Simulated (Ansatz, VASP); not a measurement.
Two plane-wave programs on Ir

```
Ir
1.0
     0.00000    1.91515    1.91515
     1.91515    0.00000    1.91515
     1.91515    1.91515    0.00000
Ir
1
Direct
  0.00000 0.00000 0.00000
```

Alike in both runs: functional PBEsol; k mesh 18 × 18 × 18; occupations gaussian, width 0.1 eV; no spin polarisation.

Ansatz relaxed the structure, and its values are those at the end. VASP's run is a single point on that final structure, the one shown.

```csv
,VASP,Ansatz
version,VASP 6.6.1,Ansatz 0.2.0
potentials or method,"VASP PAW PBE potentials, release 64 (Ir)","scalar-relativistic, plane waves, PAW"
plane-wave cutoff (eV),520,420
valence electrons in the cell,9,17
```

```tsv
	VASP	Ansatz	Ansatz less VASP
gap on the k mesh at the Fermi level (eV)	none	none	-
pressure (GPa)	1.0	0.0	-0.99
```

A gap of «none» marks a metal or a gap that the smearing closes. The functional is the same, so the differences come from potentials, cutoffs and numerics. The two sets of potentials don't hold the same shells in valence.

Caveats: the PAW data sets were made with another functional, which shifts forces and pressure a little (VASP). Spin-orbit coupling is left out, which matters for the levels of Ir.
